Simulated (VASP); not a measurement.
# SiGe3 (P-6m2) in VASP: a series of runs

The runs below take SiGe3 through relaxation of cell and atoms, with PBE.

All numbers are computed with VASP 6.6.1; they aren't measurements. Logs are shortened: lines on timing, memory, paths and dates and some standing lists are left out, and cuts for length are marked.

### Step 1. Starting point

It takes space group P-6m2 (No. 187, hexagonal). Conventional cell: a = 2.771 Å, b = 2.771 Å, c = 9.953 Å, α = 90.00°, β = 90.00°, γ = 120.00°. Around Si (site symmetry -6m2) lie 6 Si at 2.77 Å and 6 Ge at 3.00 Å. Ge (site symmetry -6m2) is surrounded by 12 Ge at 2.77 to 2.92 Å. Around Ge (site symmetry 3m) lie 9 Ge at 2.77 to 2.92 Å and 3 Si at 3.00 Å.

The cell was built by a generator and needn't be a form met in nature.

### Step 2. Relaxation of cell and atoms, PBE

INCAR reads:

```
SYSTEM = SiGe3
PREC = Normal
ENCUT = 520
EDIFF = 1E-4
ISMEAR = 0
SIGMA = 0.15
LREAL = .False.
LASPH = .True.
NELM = 60
ALGO = Fast
ISIF = 3
LWAVE = .False.
LCHARG = .False.
GGA = PE
IBRION = 2
NSW = 24
EDIFFG = -0.08
```

KPOINTS reads:

```
regular mesh
0
Gamma
  8 8 2
  0 0 0
```

POSCAR reads:

```
SiGe3
1.0
    2.7705083800      0.0000000000      0.0000000000
   -1.3852541900      2.3993306400      0.0000000000
    0.0000000000      0.0000000000      9.9532565800
Si Ge
1 3
Direct
    0.0000000000      0.0000000000      0.5000000000
    0.0000000000      0.0000000000      0.0000000000
    0.3333333300      0.6666666700      0.7547884000
    0.3333333300      0.6666666700      0.2452116000
```

Potentials or basis: VASP PAW PBE potentials, release 64 (Si, Ge_d).

The run is started by

```
$ cat potpaw_PBE.64/Si/POTCAR potpaw_PBE.64/Ge_d/POTCAR > POTCAR
$ mpirun -np 1 vasp_std > vasp.out
```

OUTCAR:

```text
SYSTEM = SiGe3
   PREC = Normal
   ENCUT = 520
   EDIFF = 1E-4
   ISMEAR = 0
   LREAL = .False.
   LASPH = .True.
   NELM = 60
   ISIF = 3
   GGA = PE
   IBRION = 2
   NSW = 24
   EDIFFG = -0.08

 ion  position               nearest neighbor table
   1  0.000  0.000  0.500-   3 3.00   4 3.00   3 3.00   4 3.00   3 3.00   4 3.00
   2  0.000  0.000  0.000-   3 2.92   4 2.92   3 2.92   4 2.92   3 2.92   4 2.92
   3  0.333  0.667  0.755-   2 2.92   2 2.92   2 2.92   1 3.00   1 3.00   1 3.00
   4  0.333  0.667  0.245-   2 2.92   2 2.92   2 2.92   1 3.00   1 3.00   1 3.00

  LATTYP: Found a hexagonal cell.
 ALAT       =     2.7705083800
 C/A-ratio  =     3.5925740748

  Lattice vectors:

 A1 = (   2.7705083800,   0.0000000000,   0.0000000000)
 A2 = (  -1.3852541900,   2.3993306400,   0.0000000000)
 A3 = (   0.0000000000,   0.0000000000,   9.9532565800)

Analysis of symmetry for initial positions (statically):
=====================================================================
 Subroutine PRICEL returns:
 Original cell was already a primitive cell.

 Routine SETGRP: Setting up the symmetry group for a
 hexagonal supercell.

 Subroutine GETGRP returns: Found 12 space group operations
 (whereof 12 operations were pure point group operations)
 out of a pool of 24 trial point group operations.

The static configuration has the point symmetry D_3h.

Analysis of symmetry for dynamics (positions and initial velocities):
=====================================================================
 Subroutine PRICEL returns:
 Original cell was already a primitive cell.

 Routine SETGRP: Setting up the symmetry group for a
 hexagonal supercell.

 Subroutine GETGRP returns: Found 12 space group operations
 (whereof 12 operations were pure point group operations)
 out of a pool of 24 trial point group operations.

The dynamic configuration has the point symmetry D_3h.

 Subroutine INISYM returns: Found 12 space group operations
 (whereof 12 operations are pure point group operations),
 and found     1 'primitive' translations

----------------------------------------------------------------------------------------

                                     Primitive cell

  volume of cell :      66.1629

  direct lattice vectors                    reciprocal lattice vectors
     2.770508380  0.000000000  0.000000000     0.360944586  0.208391454  0.000000000
[... 88 lines left out ...]
   NSW    =     24    number of steps for IOM
   IBRION =      2    ionic relax: 0-MD 1-quasi-New 2-CG
   NFREE  =      1    steps in history (QN), initial steepest desc. (CG)
   ISIF   =      3    stress and relaxation
   ISYM   =      2    0-nonsym 1-usesym 2-fastsym
   POTIM  = 0.5000    time-step for ionic-motion
   TEBEG  =    0.0;   TEEND  =   0.0 temperature during run
   PSTRESS=    0.0 pullay stress
   NELECT =      46.0000    total number of electrons
   NUPDOWN=      -1.0000    fix difference up-down
   EMIN   =  10.00;   EMAX   =-10.00  energy-range for DOS
   EFERMI =   0.00;   METHOD = LEGACY
   ISMEAR =     0;   SIGMA  =   0.15  broadening in eV -4-tet -1-fermi 0-gaus
   EFERMI_NEDOS =   21; number of points for ismear=-14 and -15
   IALGO  =     68    algorithm
   IMIX   =      4    mixing-type and parameters
     AMIX     =   0.40;   BMIX     =  1.00
     AMIX_MAG =   1.60;   BMIX_MAG =  1.00
  volume/ion in A,a.u.               =      16.54       111.62
  Fermi-wavevector in a.u.,A,eV,Ry     =   1.450293  2.740657 28.617825  2.103351
  Thomas-Fermi vector in A             =   2.567922
   LORBIT       =      0    0 simple, 1 ext, 2 COOP (PROOUT), +10 PAW based schemes
   GGA     = PE    functional components
   LHFCALC =     F    Hartree Fock is set to
   AEXX    =    0.0000 exact exchange contribution
   IVDW    =     0    specifies the selected vdW correction
   LEPSILON=     F    determine dielectric tensor
   LRPA    =     F    only Hartree local field effects (RPA)
 conjugate gradient relaxation of ions
 non-spin polarized calculation
 RMM-DIIS sequential band-by-band and
 Gauss-broadening in eV      SIGMA  =   0.15
  energy-cutoff  :      520.00
  volume of cell :       66.16
 maximum number of plane-waves:      1794
   NGX = 11   NGY = 11   NGZ = 37

--------------------------------------- Ionic step        1  -------------------------------------------

 number of electron      46.0000005 magnetization

 Free energy of the ion-electron system (eV)
  ---------------------------------------------------
  ext. energy  EPLUGINS =         0.00000000
  ---------------------------------------------------
  free energy    TOTEN  =       -17.02647206 eV

  energy without entropy =      -16.99662808  energy(sigma->0) =      -17.01155007

------------------------ aborting loop because EDIFF is reached ----------------------------------------

  FORCE on cell =-STRESS in cart. coord.  units (eV):
  Direction    XX          YY          ZZ          XY          YZ          ZX
  --------------------------------------------------------------------------------------
  -------------------------------------------------------------------------------------
  Total        4.1438595      4.1438595      0.9902426      0.0000000     -0.0000000      0.0000000
  in kB      100.3461776    100.3461777     23.9793500      0.0000000     -0.0000000      0.0000000
  external PRESSURE =      74.8905684 kB  Pullay stress =       0.0000000 kB
[... 95 lines left out ...]
  FREE ENERGIE OF THE ION-ELECTRON SYSTEM (eV)
  ---------------------------------------------------
  free  energy   TOTEN  =       -17.3137402876 eV

  energy  without entropy=      -17.2974189087  energy(sigma->0) =      -17.30557960

[... ionic steps 4 to 18 ...]

--------------------------------------- Ionic step       19  -------------------------------------------

 number of electron      45.9999987 magnetization

------------------------ aborting loop because EDIFF is reached ----------------------------------------
[... 71 lines left out ...]
--------------------------------------- Ionic step       21  -------------------------------------------

 number of electron      46.0000013 magnetization

 Free energy of the ion-electron system (eV)
  ---------------------------------------------------
  ext. energy  EPLUGINS =         0.00000000
  ---------------------------------------------------
  free energy    TOTEN  =       -17.36610276 eV

  energy without entropy =      -17.34632767  energy(sigma->0) =      -17.35621521

 E-fermi :   7.3651     XC(G=0): -11.1836

 val. band max:        7.3485877352   @ k =   0.3750   0.2500   0.0000
 cond. band min:       7.3851135911   @ k =   0.3750   0.2500   0.5000
 fundamental gap:      0.0365258559
 Fermi energy:         7.3650849522

 k-point     1 :       0.0000    0.0000    0.0000
  band No.  band energies     occupation
      1     -17.5342      2.00000
      2     -17.5328      2.00000
      3     -17.5200      2.00000
      4     -17.5199      2.00000
      5     -17.5188      2.00000
      6     -17.5187      2.00000
[... 620 lines left out ...]
  FREE ENERGIE OF THE ION-ELECTRON SYSTEM (eV)
  ---------------------------------------------------
  free  energy   TOTEN  =       -17.3661027551 eV

  energy  without entropy=      -17.3463276748  energy(sigma->0) =      -17.35621521

 reached required accuracy - stopping structural energy minimisation
```

Wall time 3.2 min (1 thread of Intel Xeon Platinum 8259CL at 2.50GHz (Skylake/Cascade Lake), shared host); peak memory 0.16 GiB.

What came out:

| Item | Value |
| --- | --- |
| Free energy | -17.3661 eV |
| Relaxed volume | 18.19 Å³/atom |
| Relaxed cell | a = 2.917 Å, b = 2.917 Å, c = 9.876 Å, α = 90.00°, β = 90.00°, γ = 120.00° |
| Space group after relaxing (to 0.05 Å) | P-6m2 (No. 187) |
| Energy gained by relaxing | 84.9 meV/atom |
| Ionic steps | 21 |
| Pressure after relaxing | 0.3 GPa |
| Largest force after relaxing | 0.066 eV/Å |

Forces in eV/Å, atoms in the order of the input:
```
Si   0.000  0.000  0.000
Ge   0.000  0.000  0.000
Ge   0.000  0.000 -0.066
Ge   0.000  0.000  0.066
```

Step by step:
```csv
step,energy change (eV),largest force (eV/Å),pressure (GPa),volume (Å³)
1,0.0000,0.6075,7.49,66.16
2,-0.2868,0.3515,-0.45,73.81
3,-0.2873,0.3141,-1.25,74.25
4,-0.2873,0.3924,-0.23,74.08
5,-0.3109,0.2820,-1.39,73.51
6,-0.3174,0.2379,-1.06,72.68
7,-0.3225,0.2072,0.76,71.46
8,-0.3222,0.2031,3.00,71.27
9,-0.3225,0.2313,-0.01,71.44
10,-0.3224,0.2127,1.99,71.35
11,-0.3224,0.2232,1.89,71.39
12,-0.3357,0.1258,-0.50,72.85
13,-0.3357,0.1431,-0.29,72.85
14,-0.3378,0.0869,0.60,72.64
15,-0.3380,0.1264,0.05,72.62
16,-0.3382,0.1122,0.73,72.59
17,-0.3390,0.0998,-0.65,72.71
18,-0.3390,0.1000,-0.12,72.71
19,-0.3391,0.1067,0.10,72.73
20,-0.3392,0.0969,-0.68,72.76
21,-0.3396,0.0659,0.27,72.75
```

Final structure:
```xyz
4
Lattice="2.9165 0.0000 0.0000 -1.4583 2.5258 0.0000 0.0000 0.0000 9.8757" Properties=species:S:1:pos:R:3 pbc="T T T"
Si    0.0000    0.0000    4.9378
Ge    0.0000    0.0000    0.0000
Ge    0.0000    1.6838    7.3380
Ge    0.0000    1.6838    2.5376
```

Levels at points of the mesh, in eV from the Fermi level:
| k point | band 19 | band 20 | band 21 | band 22 | band 23 | band 24 | band 25 | band 26 | band 27 |
| --- | --- | --- | --- | --- | --- | --- | --- | --- | --- |
| (0.00, 0.00, 0.00) | -8.23 | -5.93 | 0.51 | 0.53 | 7.12 | 7.12 | 8.20 | 8.20 | 8.44 |
| (0.50, 0.00, 0.00) | -6.55 | -5.17 | -5.08 | -2.76 | -2.04 | -1.10 | 0.98 | 2.89 | 4.23 |
| (0.00, 0.00, 0.50) | -9.67 | -3.59 | -3.33 | 4.79 | 5.31 | 7.19 | 7.19 | 7.86 | 7.86 |
| (0.50, 0.00, 0.50) | -6.60 | -4.74 | -4.35 | -3.70 | -3.30 | 1.13 | 1.56 | 2.81 | 3.09 |

Caveat: the bands computed are all filled at some k points, so no gap is given; the relaxation stopped at a loose force limit of 0.08 eV/Å, so its end isn't a converged minimum.

### Step 3. Relaxation of cell and atoms, PBE

This run uses another cell than the first one, of 21.95 Å³/atom, 1.327 times its volume.

INCAR is that of step 2.

KPOINTS reads:

```
regular mesh
0
Gamma
  5 5 4
  0 0 0
```

POSCAR reads:

```
SiGe3
1.0
    3.9600000000      0.0000000000      0.0000000000
    0.0000000000      3.9600000000      0.0000000000
    0.0000000000      0.0000000000      5.6000000000
Si Ge
1 3
Direct
    0.0000000000      0.0000000000      0.0000000000
    0.5000000000      0.5000000000      0.5000000000
    0.5000000000      0.0000000000      0.7500000000
    0.0000000000      0.5000000000      0.2500000000
```

Potentials or basis: VASP PAW PBE potentials, release 64 (Si, Ge_d).

The run is started by

```
$ cat potpaw_PBE.64/Si/POTCAR potpaw_PBE.64/Ge_d/POTCAR > POTCAR
$ mpirun -np 1 vasp_std > vasp.out
```

It took 92 s on 1 thread of Intel Xeon Platinum 8259CL at 2.50GHz (Skylake/Cascade Lake), shared host; peak memory 0.17 GiB.

It converged, with:

```yaml
Free_energy: -18.8549 eV
Relaxed_volume: 22.80 Å³/atom
Relaxed_cell: a = 4.020 Å, b = 4.020 Å, c = 5.643 Å, α = 90.00°, β = 90.00°, γ = 90.00°
Space_group_after_relaxing_to_0.05_Å: P-4m2 (No. 115)
Energy_gained_by_relaxing: 12.8 meV/atom
Ionic_steps: 7
Pressure_after_relaxing: 0.4 GPa
Largest_force_after_relaxing: 0.021 eV/Å
Band_gap_on_the_k_mesh: 0.45 eV, direct
```

Forces in eV/Å, atoms in the order of the input:
```
Si   0.000  0.000  0.000
Ge   0.000  0.000  0.000
Ge   0.000  0.000 -0.021
Ge   0.000  0.000  0.021
```

Stress tensor (GPa, compression positive):
```
0.49 0.00 0.00
0.00 0.49 0.00
0.00 0.00 0.34
```

The path:
```tsv
step	energy change (eV)	largest force (eV/Å)	pressure (GPa)	volume (Å³)
1	0.0000	0.5586	2.85	87.82
2	-0.0442	0.0943	0.57	92.88
3	-0.0331	0.0143	-0.44	94.21
4	-0.0382	0.1080	-0.66	93.71
5	-0.0416	0.1322	-0.57	93.29
6	-0.0430	0.1679	-0.96	93.09
7	-0.0513	0.0214	0.44	91.20
```

Final structure:
```yaml
crystal:
  lattice:
    - [4.02014, 0.00000, 0.00000]
    - [0.00000, 4.02014, 0.00000]
    - [0.00000, 0.00000, 5.64333]
  atoms:
    - { symbol: Si, position: [0.00000, 0.00000, 0.00000] }
    - { symbol: Ge, position: [0.50000, 0.50000, 0.50000] }
    - { symbol: Ge, position: [0.50000, 0.00000, 0.75644] }
    - { symbol: Ge, position: [0.00000, 0.50000, 0.24356] }
```

Levels at points of the mesh, in eV from the valence-band top:
```
           k point  band 21  band 22  band 23  band 24  band 25  band 26
(0.00, 0.00, 0.00)    -0.01     0.00     0.00     0.45     0.72     0.89
(0.00, 0.00, 0.50)    -2.10    -1.78    -1.78     0.83     1.23     2.79
```

Caveat: an odd mesh through Γ misses points on the zone boundary, where band edges often lie; the relaxation stopped at a loose force limit of 0.08 eV/Å, so its end isn't a converged minimum. Expect the measured gap to be larger: semilocal functionals such as PBE lack the derivative discontinuity.
